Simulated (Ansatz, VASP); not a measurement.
**One calculation of BaS, two programs**

```
Ba S
1.0
     0.00000    3.21180    3.21180
     3.09135    0.00000    3.21180
     3.09135    3.21180    0.00000
Ba S
1 1
Direct
  0.00000 0.00000 0.00000
  0.50000 0.50000 0.50000
```

Change from the starting cell: uniaxial_x strain -3.8%.

Alike in both runs: task single point; functional PBE; k mesh 8 × 8 × 8; occupations fermi-dirac, width 0.02 eV; no spin polarisation.

|  | VASP | Ansatz |
| --- | --- | --- |
| version | VASP 6.6.1 | Ansatz 0.2.0 |
| potentials or method | VASP PAW PBE potentials, release 64 (Ba_sv, S) | plane waves, PAW |
| plane-wave cutoff (eV) | 520 | 420 |
| valence electrons in the cell | 16 | 16 |

|  | VASP | Ansatz | Ansatz less VASP |
| --- | --- | --- | --- |
| gap on the k mesh at the Fermi level (eV) | 1.95 | 2.06 | +0.112 |
| pressure (GPa) | 2.7 | 2.0 | -0.65 |
| largest component of the traceless stress (GPa) | 2.68 | 2.44 | -0.232 |

With one functional, cell and mesh, what is left measures potentials, basis and numerics.

Caveats: spin-orbit coupling is left out, which moves the levels of the heavy elements. A k mesh can miss the band edges.
